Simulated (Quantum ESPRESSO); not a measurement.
Se: dielectric tensor and Born charges under several settings

```
CELL_PARAMETERS angstrom
4.36620 0.00000 0.00000
-2.18310 3.78124 0.00000
0.00000 0.00000 4.95360
ATOMIC_POSITIONS crystal
Se 0.77460 0.77460 0.00000
Se 0.00000 0.22540 0.66667
Se 0.22540 0.00000 0.33333
```

All runs used Quantum ESPRESSO 7.5; potentials GBRV 1.5 LDA; given cell; no spin polarisation; cutoff 612 eV; occupations smeared at first, fixed for the response.

| level | k mesh (s: shifted) | ε∞ (diagonal) | Born charge of atom 1 (e) | sum of the Born charges (e) |
| --- | --- | --- | --- | --- |
| LDA | 4 × 4 × 4 | ? | ? | ? |
| LDA | 6 × 6 × 6 | 10.35, 10.35, 15.15 | -0.01 | -0.03 |
| LDA | 8 × 8 × 6 | 10.04, 10.04, 15.23 | 0.00 | -0.01 |
| LDA | 10 × 10 × 8 | 9.90, 9.90, 15.17 | 0.00 | 0.00 |

Problem. What stands in the row left open?

Solution. ε∞ 9.44, 9.44, 15.78; Born charge of atom 1 -0.01 e; sum of the Born charges -0.02 e.

Caveats: on a mesh that holds Γ this program's dielectric tensor can be off by some percent beyond the error of the mesh.

For the row left open. Caveat: the mesh is thin for the dielectric tensor, Born charges and intensities, which usually come out too large; on a mesh that holds Γ this program's dielectric tensor can be off by some percent beyond the error of the mesh.
